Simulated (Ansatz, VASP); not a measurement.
One calculation of In, two programs

```
In
1.0
     0.00000    2.39561    2.39561
     2.39561    0.00000    2.39561
     2.39561    2.39561    0.00000
In
1
Direct
  0.00000 0.00000 0.00000
```

Alike in both runs: functional PBE; k mesh 15 × 15 × 15; occupations fermi-dirac, width 0.05 eV; no spin polarisation.

Ansatz relaxed the structure, and its values are those at the end. VASP's run is a single point on that final structure, the one shown.

|  | VASP | Ansatz |
| --- | --- | --- |
| version | VASP 6.6.1 | Ansatz 0.2.0 |
| potentials or method | VASP PAW PBE potentials, release 64 (In_d) | PAW with Ansatz's default frozen-core files, scalar-relativistic |
| plane-wave cutoff (eV) | 520 | 420 |
| valence electrons in the cell | 13 | 13 |

```csv
,VASP,Ansatz,Ansatz less VASP
pressure (GPa),0.0,0.0,+0.05
```
